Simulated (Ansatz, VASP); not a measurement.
**C3N: VASP beside Ansatz**

```
C N
1.0
     2.53204   -0.01430   -0.05358
     0.05418    3.75739   -0.15205
     0.21019    0.33741    6.35008
C N
6 2
Direct
  0.35819 0.75548 0.17650
  0.00028 0.04983 0.72394
  0.90595 0.75442 0.84434
  0.38511 0.44103 0.55529
  0.35042 0.74864 0.40280
  0.89318 0.44098 0.70472
  0.24634 0.05234 0.52399
  0.86053 0.75727 0.06842
```

Change from the starting cell: the structure that the rattled cell fell into.

Alike in both runs: functional PBE; k mesh 8 × 6 × 4; occupations gaussian, width 0.1 eV; no spin polarisation.

Ansatz relaxed the structure, and its values are those at the end. VASP's run is a single point on that final structure, the one shown.

```csv
,VASP,Ansatz
version,VASP 6.6.1,Ansatz 0.2.0
potentials or method,"VASP PAW PBE potentials, release 64 (C, N)","scalar-relativistic, plane waves, PAW"
plane-wave cutoff (eV),520,420
valence electrons in the cell,34,34
```

Ansatz gave:

| Item | Value |
| --- | --- |
| gap on the k mesh at the Fermi level (eV) | none |
| pressure (GPa) | -0.1 |
| rms of the force components (eV/Å) | 0.015 |

Problem. Which values does VASP return?

Solution. gap on the k mesh at the Fermi level (eV): none; pressure (GPa): 0.4; rms of the force components (eV/Å): 0.024.

A gap of «none» marks a metal or a gap that the smearing closes. The functional is the same, so the differences come from potentials, cutoffs and numerics.
